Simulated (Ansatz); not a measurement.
What does this script print? It uses the Ansatz DFT code, driven from Python.

Script `cui.py`:
```python
"""Functional comparison for CuI (totals differ with the potentials too)."""

import warnings

import ansatz as az
from ase import Atoms
from tabulate import tabulate

OCCUPATIONS = "fixed"
MESH = (6, 6, 6)


def main() -> None:
    warnings.simplefilter("ignore", az.DeckWarning)

    atoms = Atoms(
        ["Cu", "I"],
        scaled_positions=[
            (0.25, 0.25, 0.25),
            (0.0, 0.0, 0.0),
        ],
        cell=[
            (0.0, 3.0315, 3.0315),
            (3.0315, 0.0, 3.0315),
            (3.0315, 3.0315, 0.0),
        ],
        pbc=True,
    )
    system = az.Crystal.from_ase(atoms)

    base = (
        system.calculation()
        .occupations(OCCUPATIONS)
        .kpoints(mesh=MESH)
        .band_table()
    )

    rows = []
    for value in ["pbesol", "r2scan", "rpbe", "pbe", "lda"]:
        r = base.functional(value).run(threads=1).report
        rows.append((value, r["free_energy_ev"] / len(r["lattice"]["sites"]), r["n_iterations"], r["gap_by_band_count_ev"], r["n_kpoints"]))

    print(tabulate(rows, headers=["functional", "F/atom (eV)", "iterations", "gap by band count (eV)", "k-points"], floatfmt=".4f", tablefmt="github"))


if __name__ == "__main__":
    main()
```

```console
$ python cui.py
| functional   |   F/atom (eV) |   iterations |   gap by band count (eV) |   k-points |
|--------------|---------------|--------------|--------------------------|------------|
| pbesol       |    -7010.6290 |            6 |                   1.0063 |         16 |
| r2scan       |    -7079.8206 |            8 |                   1.6103 |         16 |
| rpbe         |    -7076.3423 |            6 |                   1.2591 |         16 |
| pbe          |    -7069.1818 |            6 |                   1.1208 |         16 |
| lda          |    -6955.8572 |            6 |                   0.9366 |         16 |
```

Caveats:
- Semilocal gaps usually lie well under measured ones.
- Of the deposited cell: the entry's cell lengths or inner coordinates differ somewhat from later room-temperature determinations.
- Without a Hubbard U or exact exchange, semilocal functionals often make such 3d compounds metallic or too weakly gapped.
- The starting cell is as deposited in a crystallographic database; the results hold for this polymorph, which needn't be the stable one.
- Gaps and levels are Kohn-Sham values on a finite set of k-points, without spin-orbit coupling.
- Total energies of different functionals can't be compared; pressures, moments and gaps at this one structure can.
- Timing: 9 s on 1 thread of Intel(R) Xeon(R) Processor @ 2.30GHz, with other jobs on the host, peak memory 0.62 GiB.
